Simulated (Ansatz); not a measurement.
## Rb, omega (AlB2-type): how the functional moves the structure

All rows: Ansatz, plane waves with scalar-relativistic PAW, 420 eV (500 eV for the SCAN forms), relaxed under each functional, no dispersion correction, no zero-point motion. B₀ comes from uniform scaling at fixed shape; a dash is a value not given.

```json
{"functional": "PBE", "V (Å³/atom)": "91.64", "cell": "a = 8.094 Å, c = 4.846 Å (c/a = 0.599)", "B₀ (GPa)": "3", "magnetic state": "spin not included", "ΔE to bcc (meV/atom)": "8"}
{"functional": "r²SCAN", "V (Å³/atom)": "95.24", "cell": "a = 8.211 Å, c = 4.893 Å (c/a = 0.596)", "B₀ (GPa)": "3", "magnetic state": "spin not included", "ΔE to bcc (meV/atom)": "9"}
{"functional": "PBEsol", "V (Å³/atom)": "86.98", "cell": "a = 7.967 Å, c = 4.747 Å (c/a = 0.596)", "B₀ (GPa)": "3", "magnetic state": "spin not included", "ΔE to bcc (meV/atom)": "9"}
{"functional": "LDA", "V (Å³/atom)": "78.28", "cell": "a = 7.684 Å, c = 4.593 Å (c/a = 0.598)", "B₀ (GPa)": "4", "magnetic state": "spin not included", "ΔE to bcc (meV/atom)": "7"}
{"functional": "revPBE", "V (Å³/atom)": "99.91", "cell": "a = 8.333 Å, c = 4.985 Å (c/a = 0.598)", "B₀ (GPa)": "2", "magnetic state": "spin not included", "ΔE to bcc (meV/atom)": "8"}
{"functional": "RPBE", "V (Å³/atom)": "101.27", "cell": "a = 8.369 Å, c = 5.008 Å (c/a = 0.598)", "B₀ (GPa)": "2", "magnetic state": "spin not included", "ΔE to bcc (meV/atom)": "9"}
{"functional": "BLYP", "V (Å³/atom)": "96.34", "cell": "a = 8.220 Å, c = 4.939 Å (c/a = 0.601)", "B₀ (GPa)": "2", "magnetic state": "spin not included", "ΔE to bcc (meV/atom)": "5"}
```

LDA gives the smallest volume and RPBE the largest.
